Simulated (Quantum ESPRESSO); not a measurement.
Runs of Quantum ESPRESSO 7.5 on MgO. The structure is cubic, space group Fm-3m (No. 225). Conventional cell: a = 4.194 Å, b = 4.194 Å, c = 4.194 Å, α = 90.00°, β = 90.00°, γ = 90.00°. Mg (site symmetry m-3m) has 6 O at 2.10 Å as nearest neighbours. O (site symmetry m-3m) is surrounded by 6 Mg at 2.10 Å. The cell is a database's computed one.

```tsv
level	rVV10 parameter b	gap on the mesh (eV)	pressure (GPa)
PBEsol+D3(BJ)	-	4.80	0.0
PBEsol+rVV10	6.3	(a)	0.0
PBEsol	-	4.59	0.1
PBEsol+D3	-	4.73	0.0
```

Alike in all rows: task relaxation of cell and atoms; potentials or basis PseudoDojo 0.4.1 SR PBE standard; no spin polarisation; cell relaxed to 0.3 kbar; k mesh 11 × 11 × 11; cutoff (eV) 1143; smearing fermi-dirac 0.05 eV.

Estimate the missing entries.

(a) 4.64.

Caveats: the potentials were made for another functional, which shifts forces and pressure; rVV10's parameter b was fitted to another functional (some runs); the relaxation stopped at its first step, so nothing moved (some runs).

